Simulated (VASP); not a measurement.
# WC (P-6m2) in VASP: density of states with PBE

Aim: the density of states of WC with PBE.

Everything below comes from runs of VASP 6.6.1. Logs are shortened: lines on timing, memory, paths and dates and some standing lists are left out, and cuts for length are marked.

### 1 The crystal as given

Symmetry: P-6m2, No. 187, hexagonal system. The conventional cell has a = 2.896 Å, b = 2.896 Å, c = 2.825 Å, α = 90.00°, β = 90.00°, γ = 120.00°. W (site symmetry -6m2) is surrounded by 6 C at 2.19 Å. Around C (site symmetry -6m2) lie 6 W at 2.19 Å.

### 2 Density of states, PBE

The input, POSCAR:

```
WC
1.0
    2.8963970000      0.0000000000      0.0000000000
   -1.4481980000      2.5083570000      0.0000000000
    0.0000000000      0.0000000000      2.8252050000
W C
1 1
Direct
    0.0000000000      0.0000000000      0.0000000000
    0.6666700000      0.3333300000      0.5000000000
```

The input, INCAR.step1:

```
  PREC = Accurate
  ENCUT = 520
  EDIFF = 1E-6
  ISMEAR = -1
  SIGMA = 0.1
  LREAL = F
  LASPH = T
  NELM = 100
  ALGO = Normal
  ISIF = 2
  LWAVE = F
  LCHARG = T
  LMAXMIX = 4
  GGA = PE
  NBANDS = 16
```

The input, KPOINTS.step1:

```
regular mesh
0
Gamma
  13 13 12
```

The input, INCAR.step2:

```
  PREC = Accurate
  ENCUT = 520
  EDIFF = 1E-6
  ISMEAR = -5
  SIGMA = 0.1
  LREAL = F
  LASPH = T
  NELM = 100
  ALGO = Normal
  ISIF = 2
  LWAVE = F
  LCHARG = F
  LMAXMIX = 4
  GGA = PE
  LORBIT = 10
  NBANDS = 16
  NEDOS = 2001
  ICHARG = 11
```

The input, KPOINTS.step2:

```
regular mesh
0
Gamma
  20 20 18
```

Potentials or basis: VASP PAW PBE potentials, release 64 (W_sv, C).

The run is started by

```
$ cat potpaw_PBE.64/W_sv/POTCAR potpaw_PBE.64/C/POTCAR > POTCAR
$ cp INCAR.step1 INCAR
$ cp KPOINTS.step1 KPOINTS
$ mpirun -np 1 vasp_std > vasp.out
$ cp INCAR.step2 INCAR
$ cp KPOINTS.step2 KPOINTS
$ mpirun -np 1 vasp_std > vasp.out
```

OUTCAR:

```text
PREC = Accurate
   ENCUT = 520
   EDIFF = 1E-6
   ISMEAR = -5
   LREAL = F
   LASPH = T
   NELM = 100
   ISIF = 2
   GGA = PE
   LORBIT = 10
   ICHARG = 11

 ion  position               nearest neighbor table
   1  0.000  0.000  0.000-   2 2.19   2 2.19   2 2.19   2 2.19   2 2.19   2 2.19
   2  0.667  0.333  0.500-   1 2.19   1 2.19   1 2.19   1 2.19   1 2.19   1 2.19

  LATTYP: Found a hexagonal cell.
 ALAT       =     2.8963970000
 C/A-ratio  =     0.9754204966

  Lattice vectors:

 A1 = (   2.8963970000,   0.0000000000,   0.0000000000)
 A2 = (  -1.4481980000,   2.5083570000,   0.0000000000)
 A3 = (   0.0000000000,   0.0000000000,   2.8252050000)

Analysis of symmetry for initial positions (statically):
=====================================================================
 Subroutine PRICEL returns:
 Original cell was already a primitive cell.

 Routine SETGRP: Setting up the symmetry group for a
 hexagonal supercell.

 Subroutine GETGRP returns: Found  4 space group operations
 (whereof  4 operations were pure point group operations)
 out of a pool of 24 trial point group operations.

The static configuration has the point symmetry C_2v.

Analysis of symmetry for dynamics (positions and initial velocities):
=====================================================================
 Subroutine PRICEL returns:
 Original cell was already a primitive cell.

 Routine SETGRP: Setting up the symmetry group for a
 hexagonal supercell.

 Subroutine GETGRP returns: Found  4 space group operations
 (whereof  4 operations were pure point group operations)
 out of a pool of 24 trial point group operations.

The dynamic configuration has the point symmetry C_2v.

 Subroutine INISYM returns: Found  4 space group operations
 (whereof  4 operations are pure point group operations),
 and found     1 'primitive' translations

----------------------------------------------------------------------------------------

                                     Primitive cell

  volume of cell :      20.5257

  direct lattice vectors                    reciprocal lattice vectors
     2.896397000  0.000000000  0.000000000     0.345256538  0.199333599  0.000000000
    -1.448198000  2.508357000  0.000000000     0.000000000  0.398667335  0.000000000
     0.000000000  0.000000000  2.825205000     0.000000000  0.000000000  0.353956616

  length of vectors
     2.896397000  2.896399884  2.825205000     0.398667732  0.398667335  0.353956616

  position of ions in fractional coordinates (direct lattice)
     0.000000000  0.000000000  0.000000000
     0.666670000  0.333330000  0.500000000

  ion indices of the primitive-cell ions
   primitive index   ion index
                 1           1
                 2           2

----------------------------------------------------------------------------------------

 KPOINTS: regular mesh

Automatic generation of k-mesh.
 Grid dimensions read from file:
 generate k-points for:   20   20   18

 Generating k-lattice:

  Cartesian coordinates                     Fractional coordinates (reciprocal lattice)
     0.017262827  0.009966680  0.000000000     0.050000000  0.000000000  0.000000000
     0.000000000  0.019933367  0.000000000     0.000000000  0.050000000  0.000000000
     0.000000000  0.000000000  0.019664256     0.000000000  0.000000000  0.055555556

  Length of vectors
     0.019933387  0.019933367  0.019664256

  Shift w.r.t. Gamma in fractional coordinates (k-lattice)
     0.000000000  0.000000000  0.000000000

 TETIRR: Found  10800 inequivalent tetrahedra from    43200

 Subroutine IBZKPT returns following result:
 ===========================================

 Found   1110 irreducible k-points:

 Following reciprocal coordinates:
            Coordinates               Weight
  0.000000  0.000000  0.000000      1.000000
  0.050000 -0.000000  0.000000      4.000000
 -0.050000  0.050000  0.000000      2.000000
  0.100000  0.000000  0.000000      4.000000
 -0.100000  0.100000  0.000000      2.000000
  0.150000  0.000000  0.000000      4.000000
[... 16 lines left out ...]
 -0.050000  0.100000  0.000000      4.000000
  0.100000  0.050000  0.000000      4.000000
 [... further k-points ...]
   k-points           NKPTS =   1110   k-points in BZ     NKDIM =   1110   number of bands    NBANDS=     16
   number of dos      NEDOS =   2001   number of ions     NIONS =      2
   total plane-waves  NPLWV =  13824
   dimension x,y,z NGX =    24 NGY =   24 NGZ =   24
   dimension x,y,z NGXF=    48 NGYF=   48 NGZF=   48
   ions per type =               1   1
   NGX,Y,Z   is equivalent  to a cutoff of  13.78, 13.78, 14.12 a.u.
   NGXF,Y,Z  is equivalent  to a cutoff of  27.55, 27.55, 28.25 a.u.
 SYSTEM =  unknown system
   PREC   = accura    normal or accurate (medium, high low for compatibility)
   ISTART =      0    job   : 0-new  1-cont  2-samecut
   ICHARG =     11    charge: 1-file 2-atom 10-const
   ISPIN  =      1    spin polarized calculation?
   LNONCOLLINEAR =      F non collinear calculations
   LSORBIT =      F    spin-orbit coupling
   LASPH  =      T    aspherical Exc in radial PAW
   ENCUT  =  520.0 eV  38.22 Ry    6.18 a.u.   5.39  5.39  5.25*2*pi/ulx,y,z
   NELM   =    100;   NELMIN=  2; NELMDL=  0     # of ELM steps
   EDIFF  = 0.1E-05   stopping-criterion for ELM
   LREAL  =      F    real-space projection
   EDIFFG = 0.1E-04   stopping-criterion for IOM
   NSW    =      0    number of steps for IOM
   IBRION =     -1    ionic relax: 0-MD 1-quasi-New 2-CG
   NFREE  =      0    steps in history (QN), initial steepest desc. (CG)
   ISIF   =      2    stress and relaxation
   ISYM   =      2    0-nonsym 1-usesym 2-fastsym
   POTIM  = 0.5000    time-step for ionic-motion
   TEBEG  =    0.0;   TEEND  =   0.0 temperature during run
   PSTRESS=    0.0 pullay stress
   NELECT =      18.0000    total number of electrons
   NUPDOWN=      -1.0000    fix difference up-down
   EMIN   =  10.00;   EMAX   =-10.00  energy-range for DOS
   EFERMI =   0.00;   METHOD = LEGACY
   ISMEAR =    -5;   SIGMA  =   0.10  broadening in eV -4-tet -1-fermi 0-gaus
   EFERMI_NEDOS =   21; number of points for ismear=-14 and -15
   IALGO  =     38    algorithm
   IMIX   =      4    mixing-type and parameters
     AMIX     =   0.40;   BMIX     =  1.00
     AMIX_MAG =   1.60;   BMIX_MAG =  1.00
  volume/ion in A,a.u.               =      10.26        69.26
  Fermi-wavevector in a.u.,A,eV,Ry     =   1.566991  2.961184 33.408577  2.455461
  Thomas-Fermi vector in A             =   2.669237
   LORBIT       =     10    0 simple, 1 ext, 2 COOP (PROOUT), +10 PAW based schemes
   GGA     = PE    functional components
   LHFCALC =     F    Hartree Fock is set to
   AEXX    =    0.0000 exact exchange contribution
   IVDW    =     0    specifies the selected vdW correction
   LEPSILON=     F    determine dielectric tensor
   LRPA    =     F    only Hartree local field effects (RPA)
 non-spin polarized calculation
 Fermi weights with tetrahedron method with Bloechl corrections
  energy-cutoff  :      520.00
  volume of cell :       20.53
 maximum number of plane-waves:       574
 NGX is ok and might be reduce to    24

 number of electron      18.0000001 magnetization

 Free energy of the ion-electron system (eV)
  ---------------------------------------------------
  ext. energy  EPLUGINS =         0.00000000
  ---------------------------------------------------
  free energy    TOTEN  =       -22.42862300 eV

  energy without entropy =      -22.42862300  energy(sigma->0) =      -22.42862300

 E-fermi :  11.2104     XC(G=0): -13.8608

 val. band max:       11.3032158743   @ k =   0.3000   0.2500   0.0000
 cond. band min:      11.2022994388   @ k =   0.0500   0.0500   0.3333
 fundamental gap:     -0.1009164355
 Fermi energy:        11.2104289677

 k-point     1 :       0.0000    0.0000    0.0000
  band No.  band energies     occupation
      1     -62.7397      2.00000
      2     -26.7190      2.00000
      3     -26.6161      2.00000
      4     -26.6160      2.00000
      5      -3.2989      2.00000
      6       6.8631      2.00000
[... 8 lines left out ...]
     15      25.6964      0.00000
     16      28.0722      0.00000

 k-point     2 :       0.0500   -0.0000    0.0000
  band No.  band energies     occupation
      1     -62.7383      2.00000
      2     -26.7162      2.00000
      3     -26.6380      2.00000
      4     -26.6210      2.00000
      5      -3.2318      2.00000
      6       6.8896      2.00000
[... 8 lines left out ...]
     15      25.5327      0.00000
     16      28.2138      0.00000

 k-point     3 :      -0.0500    0.0500    0.0000
  band No.  band energies     occupation
      1     -62.7383      2.00000
      2     -26.7162      2.00000
      3     -26.6380      2.00000
      4     -26.6210      2.00000
      5      -3.2318      2.00000
      6       6.8896      2.00000
[... 8 lines left out ...]
     15      25.5327      0.00000
     16      28.2136      0.00000

 k-point     4 :       0.1000    0.0000    0.0000
  band No.  band energies     occupation
      1     -62.7339      2.00000
      2     -26.7080      2.00000
      3     -26.7012      2.00000
      4     -26.6353      2.00000
      5      -3.0347      2.00000
      6       6.8954      2.00000
[... 8 lines left out ...]
     15      25.2358      0.00000
     16      28.6249      0.00000
[... 324 lines left out ...]
 k-point    22 :       0.0500    0.0500    0.0000
  band No.  band energies     occupation
      1     -62.7354      2.00000
      2     -26.7107      2.00000
      3     -26.6801      2.00000
      4     -26.6310      2.00000
      5      -3.0997      2.00000
      6       6.9094      2.00000
[... 8 lines left out ...]
     15      25.3148      0.00000
     16      28.4737      0.00000

 k-point    23 :      -0.0500    0.1000    0.0000
  band No.  band energies     occupation
      1     -62.7354      2.00000
      2     -26.7107      2.00000
      3     -26.6801      2.00000
      4     -26.6310      2.00000
      5      -3.0997      2.00000
      6       6.9094      2.00000
[... 8 lines left out ...]
     15      25.3149      0.00000
     16      28.4736      0.00000

 k-point    24 :       0.1000    0.0500    0.0000
  band No.  band energies     occupation
      1     -62.7298      2.00000
      2     -26.7592      2.00000
      3     -26.7002      2.00000
      4     -26.6504      2.00000
      5      -2.8437      2.00000
      6       6.7717      2.00000
[... 8 lines left out ...]
     15      25.0902      0.00000
     16      28.9577      0.00000

 [... further k-points ...]

------------------------ aborting loop because EDIFF is reached ----------------------------------------

  FORCE on cell =-STRESS in cart. coord.  units (eV):
  Direction    XX          YY          ZZ          XY          YZ          ZX
  --------------------------------------------------------------------------------------
  -------------------------------------------------------------------------------------
  Total        1.3806531      1.3800503      1.5126811     -0.0005252      0.0000000      0.0000000
  in kB      107.7699706    107.7229151    118.0757057     -0.0409990      0.0000000      0.0000000
  external PRESSURE =     111.1895305 kB  Pullay stress =       0.0000000 kB

 VOLUME and BASIS-vectors are now :
 -----------------------------------------------------------------------------
  energy-cutoff  :      520.00
  volume of cell :       20.53
      direct lattice vectors                 reciprocal lattice vectors
     2.896397000  0.000000000  0.000000000     0.345256538  0.199333599  0.000000000
    -1.448198000  2.508357000  0.000000000     0.000000000  0.398667335  0.000000000
     0.000000000  0.000000000  2.825205000     0.000000000  0.000000000  0.353956616

 POSITION                                       TOTAL-FORCE (eV/Angst)
 -----------------------------------------------------------------------------------
      0.00000      0.00000      0.00000         0.000124     -0.000071      0.000000
      1.44821      0.83611      1.41260        -0.000124      0.000071      0.000000
 -----------------------------------------------------------------------------------
    total drift:                                0.000009      0.000008      0.000000

  FREE ENERGIE OF THE ION-ELECTRON SYSTEM (eV)
  ---------------------------------------------------
  free  energy   TOTEN  =       -22.4286230034 eV

  energy  without entropy=      -22.4286230034  energy(sigma->0) =      -22.42862300

 total charge

# of ion       s       p       d       tot
------------------------------------------
    1        2.352   6.435   3.419  12.206
    2        0.856   1.587   0.000   2.443
--------------------------------------------------
tot          3.208   8.022   3.419  14.649
```

Wall time 3.2 min (1 thread of Intel Xeon Platinum 8259CL at 2.50GHz (Skylake/Cascade Lake), shared host); peak memory 0.47 GiB.

Results:

```
Valence electrons inside the program's atomic spheres : W 12.21; C 2.44
```

States per cell in windows of 1 eV (zero at the Fermi level; states under -8 eV left out):
```csv
from (eV),total,W1_d,C2_p,W1_p,W1_s,C2_s,C2_d
-8.0,0.19,0.04,0.04,0.01,0.03,0.00,0.00
-7.0,1.32,0.39,0.26,0.05,0.10,0.02,0.00
-6.0,0.62,0.22,0.13,0.03,0.02,0.01,0.00
-5.0,1.15,0.43,0.25,0.06,0.03,0.01,0.00
-4.0,1.45,0.58,0.32,0.08,0.02,0.01,0.00
-3.0,1.25,0.49,0.31,0.07,0.01,0.00,0.00
-2.0,1.29,0.68,0.17,0.07,0.02,0.00,0.00
-1.0,0.72,0.36,0.08,0.06,0.01,0.00,0.00
0.0,0.22,0.16,0.01,0.01,0.00,0.00,0.00
1.0,0.50,0.39,0.02,0.01,0.00,0.00,0.00
2.0,0.72,0.54,0.05,0.01,0.01,0.01,0.00
3.0,1.10,0.68,0.14,0.02,0.02,0.03,0.00
4.0,1.42,1.00,0.14,0.02,0.02,0.03,0.00
5.0,1.37,0.83,0.20,0.03,0.01,0.07,0.00
6.0,1.36,0.70,0.23,0.03,0.05,0.09,0.00
7.0,0.72,0.33,0.18,0.02,0.03,0.02,0.00
```

Caveat: tetrahedron occupations give inexact forces and stress in metals. The run has no spin-orbit coupling, so splittings on W are missing.
